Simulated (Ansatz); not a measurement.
## Rb: hydrostatic pressure series

These are results of DFT PBE, scalar-relativistic, plane waves, PAW (Ansatz 0.2.0), not measurements. Settings: 420 eV cutoff, 10×10×6 k-mesh, Gaussian smearing of 0.10 eV, no spin polarisation.

Reference structure (relaxed):

```yaml
crystal:
  lattice:
    - [2.51349, -4.40282, 0.00000]
    - [2.51349, 4.40282, 0.00000]
    - [0.00000, 0.00000, 8.20951]
  atoms:
    - { symbol: Rb, position: [0.83666, 0.16334, 0.75000] }
    - { symbol: Rb, position: [0.16334, 0.83666, 0.25000] }
```

Cell and atoms are relaxed at each pressure within the symmetry of the start, at zero temperature, so transitions that lower the symmetry aren't seen. The k-mesh given is that at zero pressure and may differ at others. a, b and c are the lengths of the cell vectors above.

| P (GPa) | V (Å³/atom) | V/V0 | a (Å) | b (Å) | c (Å) |
| --- | --- | --- | --- | --- | --- |
| 0 | 90.85 | 1.000 | 5.070 | 5.070 | 8.210 |
| 1 | 71.85 | 0.791 | 4.693 | 4.693 | 7.574 |
| 4 | 53.29 | 0.587 | 4.250 | 4.250 | 6.850 |
| 12 | 36.00 | 0.396 | 3.694 | 3.694 | 6.107 |
| 25 | 24.22 | 0.267 | 3.224 | 3.224 | 5.384 |
| 50 | 17.93 | 0.197 | 2.942 | 2.942 | 4.782 |
| 90 | 15.18 | 0.167 | 2.793 | 2.793 | 4.495 |

Question: Does the structure keep its space group?

Answer: No: Cmcm (63) at 0 GPa, Cmcm (63) at 1 GPa, Cmcm (63) at 4 GPa, Cmcm (63) at 12 GPa, P6_3/mmc (194) at 25 GPa, P6_3/mmc (194) at 50 GPa, P6_3/mmc (194) at 90 GPa.

Question: Which cell vector or vectors give way most up to 90 GPa?

Answer: c: the changes are a -44.9 %, b -44.9 %, c -45.2 %.

This form isn't the element's structure at ambient conditions.